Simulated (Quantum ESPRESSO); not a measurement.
Write the native input for Quantum ESPRESSO 7.5 that does the following.

```yaml
Task: work function
Functional: PBE
Potentials_or_basis: SPMS 1.0 PBE
Cutoff: 952 eV
Density_cutoff: 3810 eV
k_mesh: 9 × 9 × 1
Occupations: fermi-dirac, width 0.05 eV
Spin: no spin polarisation
Boundary_across_the_vacuum: none
Mixing_mode: local-TF
Mixing_beta: 0.3
Most_SCF_iterations: 150
SCF_threshold: 6e-09 Ry
```

TiS2, a slab with vacuum:

```
S Ti
1.0
     3.41200    0.00000    0.00000
    -1.70600    2.95488    0.00000
     0.00000    0.00000   23.54250
S Ti
4 2
Cartesian
  1.7060 0.9850 7.5000
  0.0000 1.9699 10.3475
  1.7060 0.9850 13.1950
  0.0000 1.9699 16.0425
  0.0000 0.0000 8.9238
  0.0000 0.0000 14.6187
```

The input as run:

pw.in

```
&CONTROL
  calculation = 'scf'
  prefix = 'pwscf'
  outdir = './tmp'
  pseudo_dir = './pseudo'
  tprnfor = .true.
  disk_io = 'low'
/
&SYSTEM
  ibrav = 0
  celldm(1) = 8
  nat = 6
  ntyp = 2
  ecutwfc = 70
  nbnd = 33
  occupations = 'smearing'
  smearing = 'fd'
  degauss = 0.00367493
/
&ELECTRONS
  conv_thr = 6d-09
  electron_maxstep = 150
  mixing_beta = 0.3
  mixing_mode = 'local-TF'
/
ATOMIC_SPECIES
S     32.0600 16_S_6_1.8_1.9_pbe_n_v1.0.upf
Ti    47.8670 22_Ti_12_2.0_2.8_pbe_n_v1.0.upf
CELL_PARAMETERS alat
  0.8059683274103  -0.0000000000000   0.0000000000000
 -0.4029841637049   0.6979890461828   0.0000000000000
  0.0000000000000   0.0000000000000   5.5611096611253
ATOMIC_POSITIONS crystal
S      0.6666666667    0.3333333334    0.3185727939
Ti     0.0000000000    0.0000000000    0.3790485293
S      0.3333333333    0.6666666666    0.4395242646
S      0.6666666667    0.3333333334    0.5604757354
Ti     0.0000000000    0.0000000000    0.6209514707
S      0.3333333333    0.6666666666    0.6814272061
K_POINTS automatic
9 9 1 0 0 0
```

pp_density.in

```
&INPUTPP
  prefix = 'pwscf'
  outdir = './tmp'
  filplot = 'density.dat'
  plot_num = 0
/
&PLOT
  nfile = 1
  filepp(1) = 'density.dat'
  iflag = 3
  output_format = 6
  fileout = 'density.cube'
/
```

pp_potential.in

```
&INPUTPP
  prefix = 'pwscf'
  outdir = './tmp'
  filplot = 'potential.dat'
  plot_num = 11
/
&PLOT
  nfile = 1
  filepp(1) = 'potential.dat'
  iflag = 3
  output_format = 6
  fileout = 'potential.cube'
/
```

pp_elf.in

```
&INPUTPP
  prefix = 'pwscf'
  outdir = './tmp'
  filplot = 'elf.dat'
  plot_num = 8
/
&PLOT
  nfile = 1
  filepp(1) = 'elf.dat'
  iflag = 3
  output_format = 6
  fileout = 'elf.cube'
/
```

Potentials or basis: SPMS 1.0 PBE.

Launch:

```bash
$ OMP_NUM_THREADS=1 mpirun -n 2 pw.x -nk 2 -in pw.in > pw.out
$ OMP_NUM_THREADS=1 mpirun -n 1 pp.x -in pp_density.in > pp_density.out
$ OMP_NUM_THREADS=1 mpirun -n 1 pp.x -in pp_potential.in > pp_potential.out
$ OMP_NUM_THREADS=1 mpirun -n 1 pp.x -in pp_elf.in > pp_elf.out
```

Results of the run:

```yaml
Largest_force: 0.147 eV/Å
Band_gap_on_the_k_mesh: none (metal or under the smearing width)
Work_function_of_the_upper_face: 5.82 eV
Work_function_of_the_lower_face: 5.82 eV
```

Run time: 99 s on 2 MPI ranks on Intel(R) Xeon(R) Platinum 8488C (Sapphire Rapids), on a shared host, peak memory 0.54 GiB a rank.
